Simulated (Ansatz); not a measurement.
## Ag in W(100), 2x2: scattering by a point defect

Aim: the resistance that Ag in W(100), 2x2 adds to the host.

Program: Ansatz 0.2.0. Level of theory: Ansatz plane-wave DFT, PBE, PAW files; ballistic transport by layer matching (Landauer), zero bias; PAW set soft_1, in the first sound run; inputs show where later runs differ. Results are calculated unless marked as measured.

This is a report of a sequence of runs, with most program output left out.

## Step 1: Set-up

The cell holds 72 atoms: 71 W and 1 Ag. Its edges and angles: a = 6.330 Å, b = 6.330 Å, c = 28.483 Å, α = 90.0°, β = 90.0°, γ = 90.0°. It derives from W. Regions: lead, 40 atoms (40 W); scattering region, 32 atoms (31 W and 1 Ag). The structure is stacked along c, and the current runs across the ab planes.

## Step 2: Transmission at ideal sites

The defect sits in one plane of the supercell, all atoms on ideal sites; the layers about the cell's end are the lead. The mesh across the current, 8×8, is finer than the density's, because channels open and close sharply across the zone. Energies from -0.1 to 0.1 eV in steps of 0.05 eV are too few for the program's thermal sum, so it prints no conductance; for a metal the transmission near the Fermi level serves, at a fraction of the cost.

input.yaml

```yaml
crystal:
  lattice:
    - [6.3296, 0.0, 0.0]
    - [0.0, 6.3296, 0.0]
    - [0.0, 0.0, 28.4832]
  atoms:
    - { symbol: W, position: [0.0, 0.0, 0.0277777778] }
    - { symbol: W, position: [0.0, 0.5, 0.0277777778] }
    - { symbol: W, position: [0.5, 0.0, 0.0277777778] }
    - { symbol: W, position: [0.5, 0.5, 0.0277777778] }
    - { symbol: W, position: [0.25, 0.25, 0.0833333333] }
    - { symbol: W, position: [0.25, 0.75, 0.0833333333] }
    - { symbol: W, position: [0.75, 0.25, 0.0833333333] }
    - { symbol: W, position: [0.75, 0.75, 0.0833333333] }
[... 60 atom lines left out ...]
    - { symbol: W, position: [0.25, 0.25, 0.9722222222] }
    - { symbol: W, position: [0.25, 0.75, 0.9722222222] }
    - { symbol: W, position: [0.75, 0.25, 0.9722222222] }
    - { symbol: W, position: [0.75, 0.75, 0.9722222222] }
kpoints:
  mp_grid: { grid: [4, 4, 1] }
hamiltonian:
  xc: pbe
  pseudopotentials: { kind: paw, azcp: { folder: soft_1 } }
scf:
  occupations: { method: fermi_dirac, width: 0.1 }
output:
  transmission: { leads: [[0, 4]], kmesh: [8, 8], e_range: [-0.1, 0.1], de: 0.05 }
  write_potential: true
  write_density: true
  volumetric_format: npy
  elf: true
```

Command:

```sh
$ ansatz run input.yaml --threads 4 --pin off --max-ram 15360MiB --backend cpu --events-out ev --progress --plain --runs-dir out
```

It took 3.9 min on 4 threads of Intel Xeon Platinum 8559C (Emerald Rapids), shared host; peak memory 11 GiB.

This run has no spin polarisation although its electron count is odd.

This step gave:

| Quantity | Value |
| --- | --- |
| free energy | -744988.3472 eV |
| energy at zero smearing | -744987.7154 eV |
| Fermi energy | 22.36 eV |
| cell area | 40.06 Å² |
| transmission per spin nearest the Fermi level | 3.134 |
| open channels per spin nearest the Fermi level | 5.281 |
| step of the lead's potential | 1.8 meV |

Per spin. Table of transmission, zone mean by energy, zero at the Fermi level:

| energy (eV) | transmission, zone mean |
| --- | --- |
| -0.1000 | 3.03 |
| -0.0500 | 3.05 |
| 0.0000 | 3.13 |
| 0.0500 | 3.25 |
| 0.1000 | 3.20 |

Per spin. Open channels, zone mean, lead against energy, zero at the Fermi level:

| energy (eV) | open channels, zone mean, lead |
| --- | --- |
| -0.1000 | 4.78 |
| -0.0500 | 4.66 |
| 0.0000 | 5.28 |
| 0.0500 | 5.66 |
| 0.1000 | 5.53 |

Transmission over k1 and k2. At 0.0000 eV from the Fermi level.

Ten even steps from '_' (0.0) to '@' (11.6):
```
______..::..____
______::==::____
....::##@@##::..
::::==@@@@@@==::
....::##@@##::..
______::==::____
______..::..____
______..::..____
```
Columns: k1 (b1) from -0.5 to 0.375; rows upwards: k2 (b2) from -0.5 to 0.375.

Open channels over k1 and k2. At 0.0000 eV from the Fermi level.

Ten even steps from '0' (0.0) to '9' (14.0):
```
10223220
12155512
22599952
23599953
22599952
12155512
10223220
01122211
```
Columns: k1 (b1) from -0.5 to 0.375; rows upwards: k2 (b2) from -0.5 to 0.375.

Valence density in the ca plane at fractional y = 0.250, with atoms of W and Ag within 0.2 Å of it. It is the smooth field of the valence electrons, not physical close to the nuclei.

Ten steps, logarithmic in the rise over the least value, from '0' (0 e/Å³) to '9' (20 e/Å³), each cell a mean:
```
00000000000000000000000000000000000000000000
10000133210001233210001232100001232100001332
31001466530002466420003566410013565310014665
51002577641003677630014677520015777510025776
51002577641003677630014677520015777510025776
31001466530002466420002566410013565310014665
10000123210001233210001232100001232100001232
00000000000000000000000000000000000000000000
00000000000000000000000000000000000000000000
00000111100000111100000111000000111000001111
21001345420001355310002455300002454200013454
41002567631003577520004798620014676410025676
51002577641003677630015899620015777510026776
41002567631002577520004788520014676410025676
21001345420001344310001455300002454200013454
00000111100000111100000111000000111000001111
00000000000000000000000000000000000000000000
```
Columns run along c (16.0 Å, from fractional 0.22 to 0.78 of the cell), rows up along a (6.3 Å). Atoms in or near the plane, at fractional coordinates: W at (0.31, 0.25), W at (0.31, 0.75), W at (0.42, 0.25), W at (0.42, 0.75), Ag at (0.53, 0.25), W at (0.53, 0.75), W at (0.64, 0.25), W at (0.64, 0.75), W at (0.75, 0.25), W at (0.75, 0.75).

ELF in the ca plane at fractional y = 0.250, with atoms of W and Ag within 0.2 Å of it. It is the smooth field of the valence electrons, not physical close to the nuclei.

Ten even steps from '0' (0.14) to '9' (0.79), each cell a mean:
```
45445311244444311355454201354454212454453112
24553111124542111135542111135542111245531111
31441477622431577513422677414413777314314776
50220642730312733721303725602205616503216427
50220652730312733721303725602205616503216527
31441477622531577513422677414423776324414776
24553111124543111135552111135542111245531111
45445421344445311355454201354454212454453213
55445533454345433454333222343455424554455334
34554200134554100245432111123453101345542001
22542255423542355323321243113422454235422454
41331675731422766711212576312204757413216657
50220630630312722720213698511105505502116307
41331675731422766711212576312204757413316757
23542245323542344323321243113432454235422453
34554200134554100245432111123453101345542001
55445533454345433454333222343455434554455334
```
Columns run along c (16.0 Å, from fractional 0.22 to 0.78 of the cell), rows up along a (6.3 Å). Atoms in or near the plane, at fractional coordinates: W at (0.31, 0.25), W at (0.31, 0.75), W at (0.42, 0.25), W at (0.42, 0.75), Ag at (0.53, 0.25), W at (0.53, 0.75), W at (0.64, 0.25), W at (0.64, 0.75), W at (0.75, 0.25), W at (0.75, 0.75).

Electrostatic potential energy in the ca plane at fractional y = 0.250, with atoms of W and Ag within 0.2 Å of it. With pseudopotentials it is smooth inside the atoms' cores, unlike the true potential.

Values in eV, 9 rows by 16 columns, each cell a mean:
```
 21  22  13  20  22  14  18  23  16  16  23  18  14  22  20  13
 10  13 -20   3  18 -17  -5  21 -12 -11  21  -5 -16  19   2 -19
  7  11 -22   0  17 -20  -8  20 -15 -15  20  -8 -19  17  -1 -22
 20  21   5  17  22   8  14  23  10  11  23  14   8  22  17   6
 23  23  21  23  23  21  22  23  23  23  23  22  21  23  23  21
 17  19  -5  12  21  -3   7  23   8   8  23   7  -2  21  12  -5
  5  10 -23  -3  16 -21 -10  21   2   2  21 -11 -21  16  -3 -23
 14  16 -13   8  20 -10   2  22   4   4  22   1 -10  20   8 -13
 22  22  19  22  23  19  21  23  22  22  23  21  20  23  22  19
```
Columns run along c (16.0 Å, from fractional 0.22 to 0.78 of the cell; values clipped at the 3rd and 97th percentile), rows up along a (6.3 Å). Atoms in or near the plane, at fractional coordinates: W at (0.31, 0.25), W at (0.31, 0.75), W at (0.42, 0.25), W at (0.42, 0.75), Ag at (0.53, 0.25), W at (0.53, 0.75), W at (0.64, 0.25), W at (0.64, 0.75), W at (0.75, 0.25), W at (0.75, 0.75).

Over the solved energies the transmission per spin lies between 3.03 and 3.25, out of 5.18 channels of the lead on average (up to 5.66).

## Step 3: Resistance at ideal sites

This step: Ansatz plane-wave DFT, PBE, PAW files; ballistic transport by layer matching (Landauer), zero bias; area resistance of the defect plane and resistivity an atomic per cent; PAW set soft_1 (Ansatz 0.2.0).

This step gave:

```yaml
area_resistance: 0.6496 fΩ m²
t_over_the_leads_mean_channel_count: 0.6050
resistivity_per_at_scaled_from_this_dense_plane_with_the_factor_3_over_4_for_isotropic_scattering: 12.32 µΩ cm
```

Averaged over the energies near the Fermi level, 60.5 % of the channels pass, which makes 0.650 fΩ m².

By hand, with T and the leads' channels N averaged over the energies near the Fermi level: RA = A (h/2e²)(1/T − 1/N) = 40.06×10⁻²⁰ m² × 12 906 Ω × (1/3.145 − 1/5.198) = 0.650 fΩ m². Per atomic per cent: RA × A / V_atom × 0.01 × 3/4 = 12.3 µΩ cm, with the host's V_atom = 15.85 Å³.

## Step 4: Relaxing the neighbours

The neighbours of the defect are let go while the lead's layers stay on their sites, since a lead must repeat to 0.01 Å.

This step: Ansatz plane-wave DFT, PBE, PAW files; relaxation with the lead's layers held; PAW set soft_1 (Ansatz 0.2.0).

Changes to input.yaml since step 2:

```diff
@@ -85,7 +85,6 @@
   occupations: { method: fermi_dirac, width: 0.1 }
-output:
-  transmission: { leads: [[0, 4]], kmesh: [8, 8], e_range: [-0.1, 0.1], de: 0.05 }
-  write_potential: true
-  write_density: true
-  volumetric_format: npy
-  elf: true
+relax:
+  f_tol: 0.03
+  max_steps: 40
+  constraints:
+    - { sites: [0, 1, 2, 3, 4, 5, 6, 7, 8, 9, 10, 11, 12, 13, 14, 15, 16, 17, 18, 19, 52, 53, 54, 55, 56, 57, 58, 59, 60, 61, 62, 63, 64, 65, 66, 67, 68, 69, 70, 71] }
```

The job ended after 6.1 min (4 threads; peak memory 6.8 GiB).

The steps of the relaxation:

| step | energy less that of the first step (eV) | largest force component (eV/Å) |
| --- | --- | --- |
| 1 | 0.0000 | 0.5147 |
| 2 | 1.3505 | 1.5900 |
| 3 | -0.1389 | 0.1290 |
| 4 | -0.1403 | 0.0342 |
| 5 | -0.1404 | 0.0040 |

Relaxation step 2 was tried and not accepted.

The atoms that moved most (Å):

| atom | dx | dy | dz | length |
| --- | --- | --- | --- | --- |
| W33 | -0.021 | -0.021 | -0.024 | 0.038 |
| W34 | -0.021 | 0.021 | -0.024 | 0.038 |
| W35 | 0.021 | -0.021 | -0.024 | 0.038 |
| W36 | 0.021 | 0.021 | -0.024 | 0.038 |
| W41 | -0.021 | -0.021 | 0.023 | 0.038 |
| W42 | -0.021 | 0.021 | 0.023 | 0.038 |
| W43 | 0.021 | -0.021 | 0.023 | 0.038 |
| W44 | 0.021 | 0.021 | 0.023 | 0.038 |

Numbers from this step:

- free energy: -744988.4876 eV
- energy at zero smearing: -744987.8597 eV

The largest force component on a free atom ends at 0.0040 eV/Å, under the tolerance of 0.03, after 5 steps.

## Step 5: Transmission after relaxation, relaxed yes

The transmission is solved again on the relaxed atoms.

This step: Ansatz plane-wave DFT, PBE, PAW files; ballistic transport by layer matching (Landauer), zero bias; PAW set soft_1 (Ansatz 0.2.0).

input.yaml

```yaml
crystal:
  lattice:
    - [6.3296, 0.0, 0.0]
    - [0.0, 6.3296, 0.0]
    - [0.0, 0.0, 28.4832]
  atoms:
    - { symbol: W, position: [0.0, 0.0, 0.0277777778] }
    - { symbol: W, position: [0.0, 0.5, 0.0277777778] }
    - { symbol: W, position: [0.5, 0.0, 0.0277777778] }
    - { symbol: W, position: [0.5, 0.5, 0.0277777778] }
    - { symbol: W, position: [0.25, 0.25, 0.0833333333] }
    - { symbol: W, position: [0.25, 0.75, 0.0833333333] }
    - { symbol: W, position: [0.75, 0.25, 0.0833333333] }
    - { symbol: W, position: [0.75, 0.75, 0.0833333333] }
[... 60 atom lines left out ...]
    - { symbol: W, position: [0.25, 0.25, 0.9722222222] }
    - { symbol: W, position: [0.25, 0.75, 0.9722222222] }
    - { symbol: W, position: [0.75, 0.25, 0.9722222222] }
    - { symbol: W, position: [0.75, 0.75, 0.9722222222] }
kpoints:
  mp_grid: { grid: [4, 4, 1] }
hamiltonian:
  xc: pbe
  pseudopotentials: { kind: paw, azcp: { folder: soft_1 } }
scf:
  occupations: { method: fermi_dirac, width: 0.1 }
output:
  transmission: { leads: [[0, 4]], kmesh: [8, 8], e_range: [-0.05, 0.05], de: 0.05 }
  write_potential: true
  write_density: true
  volumetric_format: npy
```

It took 4.6 min on 4 threads; peak memory 8.8 GiB; 16 min of CPU time.

Numbers from this step:

* transmission per spin nearest the Fermi level: 2.925
* step of the lead's potential: 4.4 meV

Per spin. The transmission, zone mean by energy, zero at the Fermi level:

| energy (eV) | transmission, zone mean |
| --- | --- |
| -0.0500 | 2.84 |
| 0.0000 | 2.92 |
| 0.0500 | 3.04 |

Transmission over k1 and k2. At 0.0000 eV from the Fermi level.

Ten even steps from '_' (0.0) to '@' (11.4):
```
______..::..____
______::==::____
....::##@@##::..
..::==@@@@@@==::
....::##@@##::..
______::==::____
______..::..____
______......____
```
Columns: k1 (b1) from -0.5 to 0.375; rows upwards: k2 (b2) from -0.5 to 0.375.

Over the solved energies the transmission per spin lies between 2.84 and 3.04, out of 5.24 channels of the lead on average (up to 5.78).

## Step 6: Resistance after relaxation

This step: Ansatz plane-wave DFT, PBE, PAW files; ballistic transport by layer matching (Landauer), zero bias; area resistance of the defect plane and resistivity an atomic per cent; PAW set soft_1 (Ansatz 0.2.0).

This step gave:

* area resistance: 0.7755 fΩ m²
* T over the leads' mean channel count: 0.5600
* resistivity per at.% scaled from this dense plane, with the factor 3/4 for isotropic scattering: 14.70 µΩ cm

Averaged over the energies near the Fermi level, 56.0 % of the channels pass, which makes 0.776 fΩ m², against 0.650 on ideal sites.

## Step 7: Outcome

- share of channels that pass, rigid: 0.605
- area resistance, rigid: 0.650 fΩ m²
- resistivity per at.% from the area resistance, times 3/4, rigid: 12.3 µΩ cm
- share of channels that pass, relaxed: 0.560
- area resistance, relaxed: 0.776 fΩ m²
- resistivity per at.% from the area resistance, times 3/4, relaxed: 14.7 µΩ cm

**Reading.** The plane of defects adds 0.78 fΩ m². Scaled to one atomic per cent that is 20 µΩ cm as it stands and 15 with the factor 3/4 for isotropic scattering on a spherical Fermi surface; with the reflection in place of the resistance taken as linear in the density it would be 8.2. These are rough estimates of the dilute value, not bounds. One Ag in each 2x2 cell reflects 44 % of the lead's channels. The relaxed cell differs by 19 % in resistance; between the two runs the lead's own channel count goes from 5.20 to 5.24, so sampling may have a part in it. The defects form a dense periodic sheet that scatters coherently, unlike a dilute random alloy. T and N are means over the solved energies nearest the Fermi level. Spin-orbit coupling is left out, which matters for W.

[Logs are printed without paths, hosts, clocks, repeated set-up lines and the standing remarks that a program may print on its own settings, such as how far it seeks lower states.]

[Hosts, paths, dates, database ids (printed as entryN), source tags and the programs' standing remarks are cut or masked in the printed files.]
